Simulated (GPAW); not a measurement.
Crystal: Cu.

```
Cu
1.0
    -1.44279    1.44279    1.37608
     1.44279   -1.44279    1.37608
     1.44279    1.44279   -1.37608
Cu
1
Direct
  0.00000 0.00000 0.00000
```

This isn't the form of Cu at room conditions, which is fcc.

| Item | Value |
| --- | --- |
| Program | GPAW 26.7.0 |
| Task | relaxation of cell and atoms |
| Functional | PBEsol |
| Dispersion | D3 |
| Potentials or basis | PAW data sets generated in the run's folder for this functional |
| Cutoff | 600 eV |
| Basis | pw |
| k mesh | 13 × 13 × 13 |
| Occupations | fermi-dirac, width 0.05 eV |
| Spin | no spin polarisation |

At the start: pressure -7.0 GPa; volume 11.46 Å³/atom.

Where does the relaxation end?

Over 4 steps the energy falls by 10.3 meV/atom and the volume is 10.98 Å³/atom (-4.2 %); space group I4/mmm (No. 139, to 0.05 Å).

The path:
```
step  energy change (eV)  largest force (eV/Å)  pressure (GPa)  volume (Å³)
   1              0.0000                0.0000           -6.97        11.46
   2             -0.0078                0.0000           -3.69        11.22
   3             -0.0102                0.0000            0.30        10.96
   4             -0.0103                0.0000           -0.01        10.98
```

Final structure:
```xyz
1
Lattice="-1.4229 1.4229 1.3558 1.4229 -1.4229 1.3558 1.4229 1.4229 -1.3558" Properties=species:S:1:pos:R:3 pbc="T T T"
Cu    0.0000    0.0000    0.0000
```

Caveat: with this Cu data set, volumes or pressures lay over 1.5 % or 2 GPa off other programs in two to four cells of ten; later steps reuse the first step's grids; pairwise dispersion overbinds metals, which lowers pressure and volume.
